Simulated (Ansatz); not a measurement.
# ZnSe: a surface, (110), 3 layers

Aim: cut a slab of ZnSe (110), 3 layers from the relaxed bulk, relax it, and get surface energy and work function. Methods of the runs shown: LAPW. Companion runs by PAW are cited. Its runs: bulk in the slab's orientation (LAPW); the reference run (LAPW); atoms relaxed (LAPW).

Computed with Ansatz 0.2.0 (DFT, LDA, all-electron LAPW, scalar-relativistic, unless a step's input says otherwise).

1 further run of the same task is left out (it didn't finish).

## 1. The system as given

It takes space group F-43m (No. 216, cubic). Conventional cell: a = 5.568 Å, b = 5.568 Å, c = 5.568 Å, α = 90.00°, β = 90.00°, γ = 90.00°. Zn (site symmetry -43m) is surrounded by 4 Se at 2.41 Å. Se (site symmetry -43m) is surrounded by 4 Zn at 2.41 Å.

As a file:

```xyz
4
Lattice="-2.7839 2.7839 0.0000 0.0000 0.0000 5.5678 2.7839 2.7839 0.0000" Properties=species:S:1:pos:R:3 pbc="T T T"
Zn    0.0000    0.0000    0.0000
Zn    0.0000    2.7839    2.7839
Se    1.3919    1.3919    1.3919
Se   -1.3919    1.3919    4.1758
```

Atoms are numbered in the order of the input: Zn1, Zn2, Se3, Se4.

## 2. Bulk in the slab's orientation, LAPW

File input.yaml:

```yaml
crystal:
  lattice:
    - [-2.7838988342, 2.7838988342, 0.0]
    - [0.0, 0.0, 5.5677976685]
    - [2.7838988342, 2.7838988342, 0.0]
  atoms:
    - { symbol: Zn, position: [0.0, 0.0, 0.0] }
    - { symbol: Zn, position: [0.5, 0.5, 0.5] }
    - { symbol: Se, position: [0.0, 0.25, 0.5] }
    - { symbol: Se, position: [0.5, 0.75, 0.0] }
kpoints:
  mp_grid: { grid: [7, 5, 7] }
scf:
  occupations: { method: fermi_dirac, width: 0.02 }
hamiltonian:
  xc: lda
  pseudopotentials: { kind: all_electron, lapw: { basis_error: 0.001 } }
output:
  forces: true
  stress: true
  eigenvalues: true
```

Run with:

```sh
> ansatz run input.yaml --threads 2 --pin off --max-ram 4096MiB --backend cpu --events-out ev --progress --plain --runs-dir out
```

After this run come: Slab as cut, LAPW; Atoms relaxed, LAPW.

**Question.** What will these runs give? Wanted: surface energy; work function (for each run or level that gives them).

The runs gave:

| quantity | value |
| --- | --- |
| surface energy (LAPW, relaxed) | 0.55 J/m² |
| work function (LAPW, relaxed) | 4.86 eV |
| surface energy (PAW, relaxed) | 0.55 J/m² |
| work function (PAW, relaxed) | 4.86 eV |

What this shows: By LAPW the surface costs 0.92 J/m² as cut and 0.55 J/m² relaxed. With a gap the Fermi level lies anywhere inside it, so the work function printed is no measured quantity. Thickness wasn't converged, and no reconstruction was sought.

The gaps are Kohn-Sham values of a semilocal functional, not quasiparticle or optical gaps. Such gaps usually fall short of the measured ones.
